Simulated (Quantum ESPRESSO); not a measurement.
Crystal: LiF (Griceite).

```
CELL_PARAMETERS angstrom
0.00000 2.01400 2.01400
2.01400 0.00000 2.01400
2.01400 2.01400 0.00000
ATOMIC_POSITIONS crystal
F 0.50000 0.50000 0.50000
Li 0.00000 0.00000 0.00000
```

```yaml
Program: Quantum ESPRESSO 7.5
Task: phonons
Functional: LDA
Potentials_or_basis: PseudoDojo 0.4.1 SR LDA standard
Cutoff: 1143 eV
Density_cutoff: 4572 eV
k_mesh: 6 × 6 × 6, shifted
Occupations: fermi-dirac, width 0.05 eV
Spin: no spin polarisation
Form_of_the_LDA_correlation: PW92
Mixing_beta: 0.5
Most_SCF_iterations: 120
SCF_threshold: 4e-10 Ry
```

The cell and the atoms were relaxed first, to 7.44 Å³/atom (a = 2.761 Å, b = 2.761 Å, c = 2.761 Å, α = 60.00°, β = 60.00°, γ = 60.00°), and the response was taken there.

The first run showed a gap, so the response started from a second, tighter run with fixed occupations.

Task: Where do the zone-centre optical modes lie?

Result: T1u at 343 cm⁻¹ (IR). Polar modes are given without the macroscopic field (transverse values).

Optical modes at Γ, degenerate ones joined, polar ones without the macroscopic field:
```
cm⁻¹  components  symmetry  active in  IR intensity, summed ((D/Å)²/amu)
 343           3       T1u         IR                              14.78
```

Zone-centre frequencies without and with the macroscopic field along z (cm⁻¹):
```csv
,optical modes in rising order
without,343 343 343
with the field,343 343 672
```

Born effective charge tensors (e):
atom 1, F
```
-1.04  0.00  0.00
 0.00 -1.04  0.00
 0.00  0.00 -1.04
```
atom 2, Li
```
1.04 0.00 0.00
0.00 1.04 0.00
0.00 0.00 1.04
```

Electronic dielectric tensor:
```
2.11 0.00 0.00
0.00 2.11 0.00
0.00 0.00 2.11
```

Static dielectric tensor, electrons and zone-centre modes:
```
8.12 0.00 0.00
0.00 8.12 0.00
0.00 0.00 8.12
```
